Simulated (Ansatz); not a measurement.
Relaxing HfO₂

The calculation used DFT PBE, scalar-relativistic, plane waves, PAW (Ansatz 0.2.0). Settings: 420 eV cutoff, 6×6×8 k-mesh, Gaussian smearing of 0.02 eV, no spin polarisation.

What was changed: biaxial strain in the a-b plane, c and atoms relaxed: -4.0 %.

Spin–orbit coupling is left out, which can shift energies with elements as heavy as these.

Command:

```bash
ansatz run input.yaml --threads 1 --pin off --max-ram 2560MiB --backend cpu --events-out ev --progress --plain --runs-dir out
```

Input:

```yaml
crystal:
  lattice:
    - [4.6851546054, 0.0, 0.0]
    - [0.0, 4.6851546054, 0.0]
    - [0.0, 0.0, 3.3153855649]
  atoms:
    - { symbol: Hf, position: [0.0, 0.0, 0.0] }
    - { symbol: Hf, position: [0.5, 0.5, 0.5] }
    - { symbol: O, position: [0.1939893317, 0.8060106683, 0.5] }
    - { symbol: O, position: [0.3060106683, 0.3060106683, 0.0] }
    - { symbol: O, position: [0.6939893317, 0.6939893317, 0.0] }
    - { symbol: O, position: [0.8060106683, 0.1939893317, 0.5] }
basis:
  ecutwfc: 420
kpoints:
  mp_grid: { grid: [6, 6, 8] }
hamiltonian:
  xc: pbe
scf:
  occupations: { method: gaussian, width: 0.02 }
output:
  forces: true
  stress: true
  eigenvalues: true
relax:
  adjacent_minimum: "off"
  f_tol: 0.008
  max_steps: 40
  cell: { stress_tol: 0.015, fix: [a, b, gamma] }
```

F is the free energy. Steps run on the plane waves of an earlier cell, but the last one, and at times one on the way, on a freshly chosen basis, so a repeated geometry can differ a little in energy. The held parts of the cell keep their stress, so P needn't end at zero.

Steps:

```tsv
step	F − F(1) (eV)	largest force component (eV/Å)	V (Å³/atom)	P (GPa)
1	0.0000	0.159	12.129	11.67
2	-0.0026	0.019	12.216	9.56
3	-0.0042	0.011	12.188	10.22
4	-0.0044	0.000	12.184	10.34
5	-0.0059	0.000	12.184	10.38
6	-0.0059	0.000	12.186	10.34
7	-0.0059	0.000	12.186	10.34
```

Relaxed structure:

```cif
data_structure
_symmetry_space_group_name_H-M 'P 1'
_symmetry_Int_Tables_number 1
_cell_length_a 4.6852
_cell_length_b 4.6852
_cell_length_c 3.3308
_cell_angle_alpha 90.000
_cell_angle_beta 90.000
_cell_angle_gamma 90.000
_cell_volume 73.11
loop_
_atom_site_label
_atom_site_type_symbol
_atom_site_fract_x
_atom_site_fract_y
_atom_site_fract_z
_atom_site_occupancy
Hf1 Hf 0.00000 0.00000 0.00000 1
Hf2 Hf 0.50000 0.50000 0.50000 1
O1 O 0.19255 0.80745 0.50000 1
O2 O 0.30745 0.30745 0.00000 1
O3 O 0.69255 0.69255 0.00000 1
O4 O 0.80745 0.19255 0.50000 1
```

The structure is tetragonal, space group P4_2/mnm (No. 136). Conventional cell: a = 4.685 Å, b = 4.685 Å, c = 3.331 Å, α = 90.00°, β = 90.00°, γ = 90.00°. Hf (site symmetry mmm) has 6 O at 2.04 to 2.10 Å as nearest neighbours. Around O (site symmetry m2m) lie 3 Hf at 2.04 to 2.10 Å.

The run converged. The run took 35 s on 1 thread of Intel(R) Xeon(R) 6975P-C (Granite Rapids), with other jobs on the host, peak memory 0.49 GiB.